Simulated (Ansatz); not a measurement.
MnO: frozen-core PAW against all-electron methods

```
Mn O
1.0
     0.00000    2.40015    2.40015
     2.40015    0.00000    2.40015
     2.40015    2.40015    0.00000
Mn O
1 1
Direct
  0.00000 0.00000 0.00000
  0.25000 0.25000 0.25000
```

Atoms are numbered in the order listed.

The cell was built from the zincblende type and relaxed in the same program, and has space group F-43m; it needn't be a known or the stable phase.

Semilocal functionals without U often leave such compounds metallic or with too small a gap, and the real magnetic order may differ.

The magnetic state is the one reached from the start moments; no search over orders was made, so it needn't be the ground state.

Levels of theory: DFT, PBE, PAW with Ansatz's default frozen-core files, scalar-relativistic (Ansatz 0.2.0); DFT, PBE, all-electron LAPW, scalar-relativistic (Ansatz 0.2.0).

For PAW: a Γ-centred 14×14×14 k mesh, Fermi–Dirac smearing of 0.05 eV, cutoff 420 eV, spin-polarised from start moments Mn1 4 μB. LAPW targets a basis error of 0.5 meV/atom. The Ansatz runs share mesh, smearing and spin set-up. Plane-wave (PAW) pressures include the program's estimate of the Pulay term.

Stress and pressure are positive in compression.

Levels count from the Fermi level.

PAW results:

| quantity | PAW |
| --- | --- |
| pressure (GPa) | 0.00 |
| moment of the cell (μB) | 4.997 |
| highest filled spin-up level at L (eV) | -0.816 |
| lowest empty spin-up level at L (eV) | 3.816 |
| highest filled spin-up level at U (eV) | -1.371 |
| lowest empty spin-up level at U (eV) | 4.841 |
| highest filled spin-up level at Γ (eV) | -1.488 |
| lowest empty spin-up level at Γ (eV) | 0.008 |

(1) What does all-electron LAPW give for the same quantities?

Answers

(1) 
| quantity | LAPW |
| --- | --- |
| pressure (GPa) | 0.02 |
| moment of the cell (μB) | 4.997 |
| highest filled spin-up level at L (eV) | -0.817 |
| lowest empty spin-up level at L (eV) | 3.816 |
| highest filled spin-up level at U (eV) | -1.371 |
| lowest empty spin-up level at U (eV) | 4.842 |
| highest filled spin-up level at Γ (eV) | -1.488 |
| lowest empty spin-up level at Γ (eV) | 0.008 |
